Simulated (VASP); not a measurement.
# MgSe2 (Pa-3) in VASP: single point with r2SCAN

Aim: the single point of MgSe2 with r2SCAN.

All numbers are computed with VASP 6.6.1; they aren't measurements. Logs are shortened: lines on timing, memory, paths and dates and some standing lists are left out, and cuts for length are marked.

### 1 The structure

It takes space group Pa-3 (No. 205, cubic). The conventional cell has a = 6.473 Å, b = 6.473 Å, c = 6.473 Å, α = 90.00°, β = 90.00°, γ = 90.00°. Mg (site symmetry -3) has 6 Se at 2.73 Å as nearest neighbours. Around Se (site symmetry 3) lie 1 Se at 2.38 Å and 3 Mg at 2.73 Å.

The cell comes from a database or a generator and needn't be the stable form of this composition.

### 2 Single point, r2SCAN

The input, POSCAR:

```
MgSe2
1.0
    6.4731821755      0.0000000000      0.0000000000
    0.0000000000      6.4731821755      0.0000000000
    0.0000000000      0.0000000000      6.4731821755
Mg Se
4 8
Direct
    0.5000000000      0.5000000000      0.0000000000
    0.5000000000      0.0000000000      0.5000000000
    0.0000000000      0.5000000000      0.5000000000
    0.0000000000      0.0000000000      0.0000000000
    0.1060228951      0.8939771049      0.3939771049
    0.8939771049      0.3939771049      0.1060228951
    0.3939771049      0.1060228951      0.8939771049
    0.6060228951      0.6060228951      0.6060228951
    0.8939771049      0.1060228951      0.6060228951
    0.1060228951      0.6060228951      0.8939771049
    0.6060228951      0.8939771049      0.1060228951
    0.3939771049      0.3939771049      0.3939771049
```

The input, INCAR.step1:

```
SYSTEM = MgSe2
PREC     = Accurate       ! precision mode
ENCUT    = 520            ! plane-wave cutoff, eV
ISMEAR   = 0              ! smearing method
SIGMA    = 0.02           ! smearing width, eV
LREAL    = .False.        ! projectors in reciprocal space
LASPH    = .True.         ! aspherical terms in the spheres
NELM     = 100            ! most SCF steps
NBANDS   = 40             ! bands
GGA      = PE             ! functional
ALGO     = Normal         ! electronic algorithm
EDIFF    = 1E-4           ! SCF threshold, eV
LWAVE    = .True.         ! write WAVECAR
LCHARG   = .False.        ! write CHGCAR
```

The input, INCAR.step2:

```
SYSTEM = MgSe2
PREC     = Accurate       ! precision mode
ENCUT    = 520            ! plane-wave cutoff, eV
EDIFF    = 1E-6           ! SCF threshold, eV
ISMEAR   = 0              ! smearing method
SIGMA    = 0.02           ! smearing width, eV
LREAL    = .False.        ! projectors in reciprocal space
LASPH    = .True.         ! aspherical terms in the spheres
NELM     = 100            ! most SCF steps
ALGO     = Normal         ! electronic algorithm
ISIF     = 2              ! what is computed and relaxed
LWAVE    = .False.        ! write WAVECAR
LCHARG   = .True.         ! write CHGCAR
METAGGA  = R2SCAN         ! meta-GGA
LMIXTAU  = .True.       
LELF     = .True.         ! ELF
LVHAR    = .True.       
NBANDS   = 40             ! bands
ISTART   = 1
```

The input, KPOINTS:

```
regular mesh
0
Gamma
  4 4 4
  0 0 0
```

Potentials or basis: VASP PAW PBE potentials, release 64 (Mg, Se).

Command:

```
$ cat potpaw_PBE.64/Mg/POTCAR potpaw_PBE.64/Se/POTCAR > POTCAR
$ cp INCAR.step1 INCAR
$ mpirun -np 1 vasp_std > vasp.out
$ cp INCAR.step2 INCAR
$ mpirun -np 1 vasp_std > vasp.out
```

OUTCAR:

```text
SYSTEM = MgSe2
   PREC = Accurate
   ENCUT = 520
   EDIFF = 1E-6
   ISMEAR = 0
   LREAL = .False.
   LASPH = .True.
   NELM = 100
   ISIF = 2
   METAGGA = R2SCAN
   ISTART = 1

 ion  position               nearest neighbor table
   1  0.500  0.500  0.000-   6 2.73   7 2.73   8 2.73  10 2.73  11 2.73  12 2.73
   2  0.500  0.000  0.500-   5 2.73   7 2.73   8 2.73   9 2.73  11 2.73  12 2.73
   3  0.000  0.500  0.500-   5 2.73   6 2.73   8 2.73   9 2.73  10 2.73  12 2.73
   4  0.000  0.000  0.000-   5 2.73   6 2.73   7 2.73   9 2.73  10 2.73  11 2.73
   5  0.106  0.894  0.394-   9 2.38   3 2.73   4 2.73   2 2.73
   6  0.894  0.394  0.106-  10 2.38   3 2.73   4 2.73   1 2.73
   7  0.394  0.106  0.894-  11 2.38   2 2.73   4 2.73   1 2.73
   8  0.606  0.606  0.606-  12 2.38   2 2.73   3 2.73   1 2.73
   9  0.894  0.106  0.606-   5 2.38   3 2.73   4 2.73   2 2.73
  10  0.106  0.606  0.894-   6 2.38   3 2.73   4 2.73   1 2.73
  11  0.606  0.894  0.106-   7 2.38   2 2.73   4 2.73   1 2.73
  12  0.394  0.394  0.394-   8 2.38   2 2.73   3 2.73   1 2.73

  LATTYP: Found a simple cubic cell.
 ALAT       =     6.4731821755

  Lattice vectors:

 A1 = (   6.4731821755,   0.0000000000,   0.0000000000)
 A2 = (   0.0000000000,   6.4731821755,   0.0000000000)
 A3 = (   0.0000000000,   0.0000000000,   6.4731821755)

Analysis of symmetry for initial positions (statically):
=====================================================================
 Subroutine PRICEL returns:
 Original cell was already a primitive cell.

 Routine SETGRP: Setting up the symmetry group for a
 simple cubic supercell.

 Subroutine GETGRP returns: Found 24 space group operations
 (whereof  6 operations were pure point group operations)
 out of a pool of 48 trial point group operations.

The static configuration has the point symmetry S_6 .
 The point group associated with its full space group is T_h .

Analysis of symmetry for dynamics (positions and initial velocities):
=====================================================================
 Subroutine PRICEL returns:
 Original cell was already a primitive cell.

 Routine SETGRP: Setting up the symmetry group for a
 simple cubic supercell.

 Subroutine GETGRP returns: Found 24 space group operations
 (whereof  6 operations were pure point group operations)
 out of a pool of 48 trial point group operations.

The dynamic configuration has the point symmetry S_6 .
 The point group associated with its full space group is T_h .

 Subroutine INISYM returns: Found 24 space group operations
 (whereof  6 operations are pure point group operations),
 and found     1 'primitive' translations

----------------------------------------------------------------------------------------

                                     Primitive cell

  volume of cell :     271.2398

  direct lattice vectors                    reciprocal lattice vectors
     6.473182175  0.000000000  0.000000000     0.154483525  0.000000000  0.000000000
     0.000000000  6.473182175  0.000000000     0.000000000  0.154483525  0.000000000
     0.000000000  0.000000000  6.473182175     0.000000000  0.000000000  0.154483525

  length of vectors
     6.473182175  6.473182175  6.473182175     0.154483525  0.154483525  0.154483525

  position of ions in fractional coordinates (direct lattice)
     0.500000000  0.500000000  0.000000000
     0.500000000  0.000000000  0.500000000
     0.000000000  0.500000000  0.500000000
     0.000000000  0.000000000  0.000000000
     0.106022895  0.893977105  0.393977105
     0.893977105  0.393977105  0.106022895
     0.393977105  0.106022895  0.893977105
     0.606022895  0.606022895  0.606022895
     0.893977105  0.106022895  0.606022895
     0.106022895  0.606022895  0.893977105
     0.606022895  0.893977105  0.106022895
     0.393977105  0.393977105  0.393977105

  ion indices of the primitive-cell ions
   primitive index   ion index
                 1           1
                 2           2
                 3           3
                 4           4
                 5           5
                 6           6
                 7           7
                 8           8
                 9           9
                10          10
                11          11
                12          12

----------------------------------------------------------------------------------------

 KPOINTS: regular mesh

Automatic generation of k-mesh.
 Grid dimensions read from file:
 generate k-points for:    4    4    4

 Generating k-lattice:

  Cartesian coordinates                     Fractional coordinates (reciprocal lattice)
     0.038620881  0.000000000  0.000000000     0.250000000  0.000000000  0.000000000
     0.000000000  0.038620881  0.000000000     0.000000000  0.250000000  0.000000000
     0.000000000  0.000000000  0.038620881     0.000000000  0.000000000  0.250000000

  Length of vectors
     0.038620881  0.038620881  0.038620881

  Shift w.r.t. Gamma in fractional coordinates (k-lattice)
     0.000000000  0.000000000  0.000000000

 Subroutine IBZKPT returns following result:
 ===========================================

 Found     11 irreducible k-points:

 Following reciprocal coordinates:
            Coordinates               Weight
  0.000000  0.000000  0.000000      1.000000
  0.250000  0.000000  0.000000      6.000000
  0.500000  0.000000  0.000000      3.000000
  0.250000  0.250000  0.000000     12.000000
  0.500000  0.250000  0.000000      6.000000
 -0.250000  0.500000  0.000000      6.000000
  0.500000  0.500000  0.000000      3.000000
  0.250000  0.250000  0.250000      8.000000
  0.500000  0.250000  0.250000     12.000000
  0.500000  0.500000  0.250000      6.000000
  0.500000  0.500000  0.500000      1.000000
   k-points           NKPTS =     11   k-points in BZ     NKDIM =     11   number of bands    NBANDS=     40
   number of dos      NEDOS =    301   number of ions     NIONS =     12
   total plane-waves  NPLWV = 110592
   dimension x,y,z NGX =    48 NGY =   48 NGZ =   48
   dimension x,y,z NGXF=    96 NGYF=   96 NGZF=   96
   ions per type =               4   8
   NGX,Y,Z   is equivalent  to a cutoff of  12.33, 12.33, 12.33 a.u.
   NGXF,Y,Z  is equivalent  to a cutoff of  24.65, 24.65, 24.65 a.u.
 SYSTEM =  MgSe2
   PREC   = accura    normal or accurate (medium, high low for compatibility)
   ISTART =      1    job   : 0-new  1-cont  2-samecut
   ICHARG =      0    charge: 1-file 2-atom 10-const
   ISPIN  =      1    spin polarized calculation?
   LNONCOLLINEAR =      F non collinear calculations
   LSORBIT =      F    spin-orbit coupling
   LASPH  =      T    aspherical Exc in radial PAW
   ENCUT  =  520.0 eV  38.22 Ry    6.18 a.u.  12.04 12.04 12.04*2*pi/ulx,y,z
   NELM   =    100;   NELMIN=  2; NELMDL=  0     # of ELM steps
   EDIFF  = 0.1E-05   stopping-criterion for ELM
   LREAL  =      F    real-space projection
   EDIFFG = 0.1E-04   stopping-criterion for IOM
   NSW    =      0    number of steps for IOM
   IBRION =     -1    ionic relax: 0-MD 1-quasi-New 2-CG
   NFREE  =      0    steps in history (QN), initial steepest desc. (CG)
   ISIF   =      2    stress and relaxation
   ISYM   =      2    0-nonsym 1-usesym 2-fastsym
   POTIM  = 0.5000    time-step for ionic-motion
   TEBEG  =    0.0;   TEEND  =   0.0 temperature during run
   PSTRESS=    0.0 pullay stress
   NELECT =      56.0000    total number of electrons
   NUPDOWN=      -1.0000    fix difference up-down
   EMIN   =  10.00;   EMAX   =-10.00  energy-range for DOS
   EFERMI =   0.00;   METHOD = LEGACY
   ISMEAR =     0;   SIGMA  =   0.02  broadening in eV -4-tet -1-fermi 0-gaus
   EFERMI_NEDOS =   21; number of points for ismear=-14 and -15
   IALGO  =     38    algorithm
   IMIX   =      4    mixing-type and parameters
     AMIX     =   0.40;   BMIX     =  1.00
     AMIX_MAG =   1.60;   BMIX_MAG =  1.00
  volume/ion in A,a.u.               =      22.60       152.53
  Fermi-wavevector in a.u.,A,eV,Ry     =   0.967579  1.828459 12.737893  0.936209
  Thomas-Fermi vector in A             =   2.097476
   LORBIT       =      0    0 simple, 1 ext, 2 COOP (PROOUT), +10 PAW based schemes
   METAGGA = R2SCAN    functional components
   LHFCALC =     F    Hartree Fock is set to
   AEXX    =    0.0000 exact exchange contribution
   IVDW    =     0    specifies the selected vdW correction
   LEPSILON=     F    determine dielectric tensor
   LRPA    =     F    only Hartree local field effects (RPA)
 non-spin polarized calculation
 Gauss-broadening in eV      SIGMA  =   0.02
  energy-cutoff  :      520.00
  volume of cell :      271.24
 maximum number of plane-waves:      7400
   NGX = 25   NGY = 25   NGZ = 25

 number of electron      55.9999998 magnetization

 Free energy of the ion-electron system (eV)
  ---------------------------------------------------
  ext. energy  EPLUGINS =         0.00000000
  ---------------------------------------------------
  free energy    TOTEN  =      -143.00636944 eV

  energy without entropy =     -143.00636944  energy(sigma->0) =     -143.00636944

 E-fermi :   2.8468     XC(G=0):  -9.6269

 val. band max:        2.7097842064   @ k =   0.2500   0.0000   0.0000
 cond. band min:       4.7863053525   @ k =   0.2500   0.2500   0.2500
 fundamental gap:      2.0765211461
 Fermi energy:         2.8468239264

 k-point     1 :       0.0000    0.0000    0.0000
  band No.  band energies     occupation
      1     -12.1140      2.00000
      2     -11.2428      2.00000
      3     -11.2428      2.00000
      4     -11.2428      2.00000
      5      -8.8218      2.00000
      6      -8.8218      2.00000
[... 32 lines left out ...]
     39       9.3347      0.00000
[... 429 lines left out ...]
     39       8.6683      0.00000
     40       8.6683      0.00000

------------------------ aborting loop because EDIFF is reached ----------------------------------------

  FORCE on cell =-STRESS in cart. coord.  units (eV):
  Direction    XX          YY          ZZ          XY          YZ          ZX
  --------------------------------------------------------------------------------------
  -------------------------------------------------------------------------------------
  Total       -0.3568669     -0.3568669     -0.3568669     -0.0000000      0.0000000      0.0000000
  in kB       -2.1079646     -2.1079646     -2.1079646     -0.0000000      0.0000000      0.0000000
  external PRESSURE =      -2.1079646 kB  Pullay stress =       0.0000000 kB

 VOLUME and BASIS-vectors are now :
 -----------------------------------------------------------------------------
  energy-cutoff  :      520.00
  volume of cell :      271.24
      direct lattice vectors                 reciprocal lattice vectors
     6.473182175  0.000000000  0.000000000     0.154483525  0.000000000  0.000000000
     0.000000000  6.473182175  0.000000000     0.000000000  0.154483525  0.000000000
     0.000000000  0.000000000  6.473182175     0.000000000  0.000000000  0.154483525

 POSITION                                       TOTAL-FORCE (eV/Angst)
 -----------------------------------------------------------------------------------
      3.23659      3.23659      0.00000         0.000000      0.000000      0.000000
      3.23659      0.00000      3.23659         0.000000      0.000000      0.000000
      0.00000      3.23659      3.23659         0.000000      0.000000      0.000000
      0.00000      0.00000      0.00000         0.000000      0.000000      0.000000
      0.68631      5.78688      2.55029         0.006433     -0.006433     -0.006433
      5.78688      2.55029      0.68631        -0.006433     -0.006433      0.006433
      2.55029      0.68631      5.78688        -0.006433      0.006433     -0.006433
      3.92290      3.92290      3.92290         0.006433      0.006433      0.006433
      5.78688      0.68631      3.92290        -0.006433      0.006433      0.006433
      0.68631      3.92290      5.78688         0.006433      0.006433     -0.006433
      3.92290      5.78688      0.68631         0.006433     -0.006433      0.006433
      2.55029      2.55029      2.55029        -0.006433     -0.006433     -0.006433
 -----------------------------------------------------------------------------------
    total drift:                                0.000000      0.000000     -0.000000

  FREE ENERGIE OF THE ION-ELECTRON SYSTEM (eV)
  ---------------------------------------------------
  free  energy   TOTEN  =      -143.0063694392 eV

  energy  without entropy=     -143.0063694392  energy(sigma->0) =     -143.00636944
```

Run time: 8.3 min. Hardware: 1 thread of Intel Xeon Platinum 8259CL at 2.50GHz (Skylake/Cascade Lake), shared host; peak memory 0.41 GiB.

Results:

```yaml
Free_energy: -143.0064 eV
Pressure: -0.2 GPa
Largest_force: 0.011 eV/Å
Band_gap_on_the_k_mesh: 2.08 eV, indirect (least direct gap 2.18 eV)
```

Forces in eV/Å, atoms in the order of the input:
```
Mg   0.000  0.000  0.000
Mg   0.000  0.000  0.000
Mg   0.000  0.000  0.000
Mg   0.000  0.000  0.000
Se   0.006 -0.006 -0.006
Se  -0.006 -0.006  0.006
Se  -0.006  0.006 -0.006
Se   0.006  0.006  0.006
Se  -0.006  0.006  0.006
Se   0.006  0.006 -0.006
Se   0.006 -0.006  0.006
Se  -0.006 -0.006 -0.006
```

Caveat: the PAW data sets were made with another functional, which shifts forces and pressure a little.
